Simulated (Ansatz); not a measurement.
**Trial inputs on BAs**

All trials start from this Ansatz input:

```yaml
crystal:
  lattice:
    - [0.0, 2.409627, 2.409627]
    - [2.409627, 0.0, 2.409627]
    - [2.409627, 2.409627, 0.0]
  atoms:
    - { symbol: B, position: [0.25, 0.25, 0.25] }
    - { symbol: As, position: [0.0, 0.0, 0.0] }
basis:
  ecutwfc: 420
kpoints:
  mp_grid: { grid: [6, 6, 6] }
hamiltonian:
  xc: pbe
scf:
  occupations: { method: gaussian, width: 0.1 }
output:
  forces: true
  stress: true
  eigenvalues: true
```

Command:

```bash
ansatz run input.yaml --threads 1 --pin off --max-ram 1331MiB --backend cpu --events-out ev --progress --plain --runs-dir out
```

The run converges in 6 SCF iterations on 16 irreducible k-points: pressure -0.78 GPa, gap on the sampled k-points 1.30 eV.

The inputs are trials, many of them unsound on purpose. Their numbers show the effect of the settings and aren't properties of the material. Each trial's input is given as a difference from the reference's; energies are extrapolated to zero smearing where there is one, and pressure is positive in compression.

Trial 1:

```diff
 basis:
-  ecutwfc: 420
+  ecutwfc: 290
```

The run converges in 6 SCF iterations on 16 irreducible k-points: energy 82.2 meV per atom above the reference, pressure -0.90 GPa, gap on the sampled k-points 1.30 eV. It warns that the cutoff lies under the recommended one, 420 eV for these potentials.

Trial 2:

```diff
 hamiltonian:
-  xc: pbe
+  xc: blyp
 scf:
+  n_extra_bands: 8
```

The run converges in 6 SCF iterations on 16 irreducible k-points: pressure 4.08 GPa, gap on the sampled k-points 1.51 eV.

Trial 3 (volume scaled):

```diff
 crystal:
   lattice:
-    - [0.0, 2.409627, 2.409627]
-    - [2.409627, 0.0, 2.409627]
-    - [2.409627, 2.409627, 0.0]
+    - [0.0, 2.5390920251, 2.5390920251]
+    - [2.5390920251, 0.0, 2.5390920251]
+    - [2.5390920251, 2.5390920251, 0.0]
 kpoints:
-  mp_grid: { grid: [6, 6, 6] }
+  mp_grid: { grid: [4, 4, 4] }
 scf:
+  lower_state_search: "off"
+  n_extra_bands: 30
```

The run converges in 6 SCF iterations on 8 irreducible k-points: energy 208 meV per atom above the reference, pressure -14.97 GPa, gap on the sampled k-points 1.58 eV.

Trial 4 (volume scaled):

```diff
 crystal:
   lattice:
-    - [0.0, 2.409627, 2.409627]
-    - [2.409627, 0.0, 2.409627]
-    - [2.409627, 2.409627, 0.0]
+    - [0.0, 2.7210549878, 2.7210549878]
+    - [2.7210549878, 0.0, 2.7210549878]
+    - [2.7210549878, 2.7210549878, 0.0]
 basis:
-  ecutwfc: 420
+  ecutwfc: "34 Ry"
 hamiltonian:
-  xc: pbe
+  xc: r2scan
+  dispersion: none
 scf:
-  occupations: { method: gaussian, width: 0.1 }
+  occupations: { method: tetrahedron_uncorrected }
```

The run converges in 6 SCF iterations on 16 irreducible k-points: pressure -23.89 GPa, gap on the sampled k-points 0.64 eV. It warns that the printed bands weren't solved further after the SCF; that the cutoff lies under the recommended one, 500 eV for these potentials.

Trial 5 (volume scaled):

```diff
 crystal:
   lattice:
-    - [0.0, 2.409627, 2.409627]
-    - [2.409627, 0.0, 2.409627]
-    - [2.409627, 2.409627, 0.0]
+    - [0.0, 2.323881446, 2.323881446]
+    - [2.323881446, 0.0, 2.323881446]
+    - [2.323881446, 2.323881446, 0.0]
 kpoints:
-  mp_grid: { grid: [6, 6, 6] }
+  mp_grid: { grid: [3, 3, 2], shift: [0.25, 0.25, 0.25] }
 hamiltonian:
+  dispersion: d4
 scf:
-  occupations: { method: gaussian, width: 0.1 }
+  occupations: { method: tetrahedron }
+  mixing: { algorithm: broyden, ndim: 6, preconditioner: local_kerker }
+  max_iter: 57
```

The run converges in 6 SCF iterations on 12 irreducible k-points: pressure 11.35 GPa, largest force 0.399 eV/Å, gap on the sampled k-points 1.97 eV. It warns that the printed bands weren't solved further after the SCF; that the mesh lowers the symmetry; that forces and stress under tetrahedra may miss the energy's slope.

Trial 6:

```diff
 basis:
-  ecutwfc: 420
+  ecutwfc: "14 Ha"
```

The run converges in 6 SCF iterations on 16 irreducible k-points: energy 2.46 meV per atom above the reference, pressure -0.74 GPa, gap on the sampled k-points 1.30 eV. It warns that the cutoff lies under the recommended one, 420 eV for these potentials.